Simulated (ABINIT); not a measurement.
# Ge (P6_3/mmc) in ABINIT: notebook, part 2 of 2

ABINIT 10.8.3 (patched build).

**5. Single point, PBE**

Input file run.abi:

```
# Pseudopotentials
pp_dirpath "./"
pseudos "Ge.upf"

# Structure
acell 3*1.0 Angstrom
rprim
     3.9975858431     0.0000000000     0.0000000000
    -1.9987929216     3.4620108940     0.0000000000
     0.0000000000     0.0000000000     6.5993779500
ntypat 1
znucl 32
natom 4
typat 1 1 1 1
xred
     0.3333333333     0.6666666667     0.9370987500
     0.6666666667     0.3333333333     0.4370987500
     0.3333333333     0.6666666667     0.5629012500
     0.6666666667     0.3333333333     0.0629012500

# Plane-wave basis
ecut 40.0

# k points
kptopt 1
ngkpt 8 8 4
nshiftk 1
shiftk 0.0 0.0 0.0

# Exchange and correlation
ixc 11

# Bands and occupations
nband 34
occopt 3
tsmear 0.05 eV

# SCF cycle
nstep 100
tolvrs 1.0e-10

# Output
iomode 3
prtwf 0
prteig 0
prtebands 0
enunit 2
prtden 1
prtvha 1
prtvclmb 1
prtpot 1
prtelf 1
```

Potentials or basis: Ansatz NC PBE.

The run is started by

```console
> abinit run.abi > log 2>&1
```

run.abo:

```text
[... set-up lines left out ...]
 ETOT  1  -353.10103548251    -3.531E+02 7.527E-01 4.108E+02
 ETOT  2  -357.16679992723    -4.066E+00 3.092E-02 6.030E+02
 ETOT  3  -357.25889569161    -9.210E-02 2.463E-02 1.330E+02
 ETOT  4  -357.26516174132    -6.266E-03 3.156E-02 9.659E+01
 ETOT  5  -357.28144903750    -1.629E-02 5.205E-03 2.947E-01
 ETOT  6  -357.28149004991    -4.101E-05 3.755E-04 5.886E-02
 ETOT  7  -357.28149930714    -9.257E-06 3.553E-04 1.358E-03
 ETOT  8  -357.28149953194    -2.248E-07 4.339E-05 7.406E-06
 ETOT  9  -357.28149953269    -7.464E-10 1.111E-04 4.392E-07
 ETOT 10  -357.28149953270    -1.364E-11 9.705E-05 6.470E-09
 ETOT 11  -357.28149953270     2.956E-12 2.004E-04 3.495E-10
 ETOT 12  -357.28149953271    -1.666E-11 1.615E-04 2.748E-12

 At SCF step   12       vres2   =  2.75E-12 < tolvrs=  1.00E-10 =>converged.

 Compute ELF
--------------------------------------------------------------------------------

 Compute kinetic energy density

 Compute gradient of the electron density
 Electron Localization Function (ELF) [min:0;max:1]
)     Maximum=    7.8172E-01  at reduced coord.    0.3333    0.6667    0.7500
)     Minimum=    1.6905E-08  at reduced coord.    0.6667    0.3333    0.0694
   Integrated=    1.8631E+02

--------------------------------------------------------------------------------
 End of ELF section

 Cartesian components of stress tensor (hartree/bohr^3)
  sigma(1 1)= -1.05134121E-04  sigma(3 2)=  0.00000000E+00
  sigma(2 2)= -1.05134122E-04  sigma(3 1)=  0.00000000E+00
[... 108 lines left out ...]
hartree             :  1.11318050429023E+02
xc                  : -8.73111225470223E+01
Ewald energy        : -1.96672286967369E+02
psp_core            :  7.46495213603742E+00
local_psp           : -3.21882315246222E+02
non_local_psp       : -1.38355941074052E+02
internal            : -3.57281454932988E+02
'-kT*entropy'       : -4.45997256932584E-05
total_energy        : -3.57281499532713E+02
total_energy_eV     : -9.72212488232795E+03
band_energy         : -2.76977594755420E+01
...

 Cartesian components of stress tensor (hartree/bohr^3)
  sigma(1 1)= -1.05134121E-04  sigma(3 2)=  0.00000000E+00
  sigma(2 2)= -1.05134122E-04  sigma(3 1)=  0.00000000E+00
  sigma(3 3)= -9.58982334E-05  sigma(2 1)=  1.73403148E-13

-Cartesian components of stress tensor (GPa)         [Pressure=  3.0026E+00 GPa]
- sigma(1 1)= -3.09315263E+00  sigma(3 2)=  0.00000000E+00
- sigma(2 2)= -3.09315265E+00  sigma(3 1)=  0.00000000E+00
- sigma(3 3)= -2.82142344E+00  sigma(2 1)=  5.10169675E-09

== END DATASET(S) ==============================================================
================================================================================

 -outvars: echo values of variables after computation  --------
            acell      1.8897261259E+00  1.8897261259E+00  1.8897261259E+00 Bohr
           etotal     -3.5728149953E+02
            fcart      3.5643674560E-28  2.0578885102E-28 -2.9032349699E-04
                      -7.8416084032E-28 -7.8199763388E-28 -2.9032349699E-04
                       6.4158614208E-28  4.1157770213E-29  2.9032349699E-04
                      -2.1386204736E-28  5.3505101264E-28  2.9032349699E-04
            rprim      3.9975858431E+00  0.0000000000E+00  0.0000000000E+00
                      -1.9987929216E+00  3.4620108940E+00  0.0000000000E+00
                       0.0000000000E+00  0.0000000000E+00  6.5993779500E+00
           strten     -1.0513412108E-04 -1.0513412154E-04 -9.5898233372E-05
                       0.0000000000E+00  0.0000000000E+00  1.7340314810E-13
           xangst     -3.3333577440E-11  2.3080072627E+00  6.1842688277E+00
                       1.9987929215E+00  1.1540036313E+00  2.8845798527E+00
                      -3.3333577440E-11  2.3080072627E+00  3.7147980973E+00
                       1.9987929215E+00  1.1540036313E+00  4.1510912228E-01
             xred      3.3333333333E-01  6.6666666667E-01  9.3709875000E-01
                       6.6666666667E-01  3.3333333333E-01  4.3709875000E-01
                       3.3333333333E-01  6.6666666667E-01  5.6290125000E-01
                       6.6666666667E-01  3.3333333333E-01  6.2901250000E-02
 Calculation completed.
```

Wall time 4.5 min (1 thread of Arm Neoverse V2, shared host); peak memory 0.2 GiB.

Results:

```yaml
Free_energy: -9722.1249 eV
Pressure: 3.0 GPa
Largest_force: 0.015 eV/Å
Band_gap_on_the_k_mesh: 0.13 eV, direct
Valence_electrons_inside_the_program's_atomic_spheres: Ge 11.56 (radii [1.0584] Å)
```

Forces on the atoms (eV/Å):
```
Ge   0.000  0.000 -0.015
Ge   0.000  0.000 -0.015
Ge   0.000  0.000  0.015
Ge   0.000  0.000  0.015
```

Levels at points of the mesh, in eV from the valence-band top:
```
           k point  band 24  band 25  band 26  band 27  band 28  band 29  band 30  band 31  band 32  band 33
(0.00, 0.00, 0.00)    -1.47    -1.47    -0.15    -0.07     0.00     0.13     0.13     2.28     2.28     2.76
(0.50, 0.00, 0.00)    -6.74    -4.56    -3.05    -2.79    -1.43     0.55     1.66     3.58     3.72     4.33
(0.00, 0.00, 0.50)    -4.80    -0.84    -0.84    -0.84    -0.84     0.70     0.70     3.38     3.38     3.38
(0.50, 0.00, 0.50)    -7.85    -2.53    -2.53    -2.40    -2.40     0.55     0.55     2.13     2.13     6.11
```

A k mesh can miss the band edges. As with any semilocal functional, this PBE gap is likely too small.

**6. Single point, PBE**

Edit run.abi of step 5 so:

```diff
@@ -2,3 +2,3 @@
 pp_dirpath "./"
-pseudos "Ge.upf"
+pseudos "32_Ge_14_2.2_2.3_pbe_n_v1.0.psp8"
 
@@ -21,3 +21,3 @@
 # Plane-wave basis
-ecut 40.0
+ecut 26.0
```

Potentials or basis: SPMS NC PBE v1.0.

The run is started by

```console
> abinit run.abi > log 2>&1
```

It took 2 min on 1 thread of Arm Neoverse V2, shared host; peak memory 0.13 GiB.

The run converged. Its results:

```
Free energy                                           : -8758.9012 eV
Pressure                                              : 3.0 GPa
Largest force                                         : 0.015 eV/Å
Band gap on the k mesh                                : 0.14 eV, direct
Valence electrons inside the program's atomic spheres : Ge 11.55 (radii [1.0584] Å)
```

Forces on the atoms (eV/Å):
```
Ge   0.000  0.000 -0.015
Ge   0.000  0.000 -0.015
Ge   0.000  0.000  0.015
Ge   0.000  0.000  0.015
```

Stress tensor (GPa, compression positive):
```
3.12 0.00 0.00
0.00 3.12 0.00
0.00 0.00 2.86
```

Levels at points of the mesh, in eV from the valence-band top:
```
           k point  band 26  band 27  band 28  band 29  band 30  band 31
(0.00, 0.00, 0.00)    -0.14    -0.06     0.00     0.14     0.14     2.29
(0.50, 0.00, 0.00)    -3.04    -2.78    -1.42     0.56     1.67     3.59
(0.00, 0.00, 0.50)    -0.84    -0.84    -0.84     0.70     0.70     3.39
(0.50, 0.00, 0.50)    -2.52    -2.39    -2.39     0.55     0.55     2.14
```

A k mesh can miss the band edges.

**7. Single point, PBE**

Edit run.abi of step 6 so:

```diff
@@ -2,3 +2,3 @@
 pp_dirpath "./"
-pseudos "32_Ge_14_2.2_2.3_pbe_n_v1.0.psp8"
+pseudos "Ge.GGA_PBE-JTH.xml"
 
@@ -21,3 +21,5 @@
 # Plane-wave basis
-ecut 26.0
+ecut 22.0
+pawecutdg 44.0
+pawxcdev 0
 
@@ -39,3 +41,3 @@
 nstep 100
-tolvrs 1.0e-10
+tolvrs 1.0e-9
 
@@ -51,2 +53 @@
 prtpot 1
-prtelf 1
```

Potentials or basis: JTH PAW PBE v2.0.

The run is started by

```console
> abinit run.abi > log 2>&1
```

Run time: 1.9 min. Hardware: 1 thread of Arm Neoverse V2, shared host; peak memory 0.23 GiB.

The run converged. Its results:

- Free energy: -10403.3121 eV
- Pressure: 2.5 GPa
- Largest force: 0.015 eV/Å
- Band gap on the k mesh: 0.14 eV, direct
- Valence electrons inside the program's atomic spheres: Ge 12.38 (radii [1.2196] Å)

Forces in eV/Å, atoms in the order of the input:
```
Ge   0.000  0.000 -0.015
Ge   0.000  0.000 -0.015
Ge   0.000  0.000  0.015
Ge   0.000  0.000  0.015
```

Stress tensor (GPa, compression positive):
```
2.56 0.00 0.00
0.00 2.56 0.00
0.00 0.00 2.29
```

Levels at points of the mesh, in eV from the valence-band top:
| k point | band 24 | band 25 | band 26 | band 27 | band 28 | band 29 | band 30 | band 31 | band 32 | band 33 |
| --- | --- | --- | --- | --- | --- | --- | --- | --- | --- | --- |
| (0.00, 0.00, 0.00) | -1.46 | -1.46 | -0.13 | -0.06 | 0.00 | 0.14 | 0.14 | 2.30 | 2.30 | 2.78 |
| (0.50, 0.00, 0.00) | -6.73 | -4.56 | -3.05 | -2.79 | -1.43 | 0.57 | 1.67 | 3.61 | 3.75 | 4.35 |
| (0.00, 0.00, 0.50) | -4.79 | -0.83 | -0.83 | -0.83 | -0.83 | 0.71 | 0.71 | 3.40 | 3.40 | 3.40 |
| (0.50, 0.00, 0.50) | -7.85 | -2.53 | -2.53 | -2.39 | -2.39 | 0.56 | 0.56 | 2.16 | 2.16 | 6.14 |

A k mesh can miss the band edges. As with any semilocal functional, this PBE gap is likely too small.

**8. Summary**

```tsv
potentials or basis	cutoff (eV)	fine-grid cutoff	gap on the mesh (eV)	pressure (GPa)	largest force (eV/Å)
PseudoDojo NC SR PBE v0.4.1 standard	1088	-	0.13	3.1	0.02
PseudoDojo NC SR PBE v0.5 standard	1061	-	0.13	3.0	0.02
SG15 NC PBE v1.2	599	-	0.11	3.2	0.04
Ansatz NC PBE	1088	-	0.13	3.0	0.01
SPMS NC PBE v1.0	707	-	0.14	3.0	0.02
JTH PAW PBE v2.0	599	1197.3 eV	0.14	2.5	0.02
```

Alike in all rows: task single point; level PBE; no spin polarisation; cell as given; k mesh 8 × 8 × 4; smearing fermi-dirac 0.05 eV.

Total energies depend on the potentials used, so only differences within one code and one set of settings carry meaning.
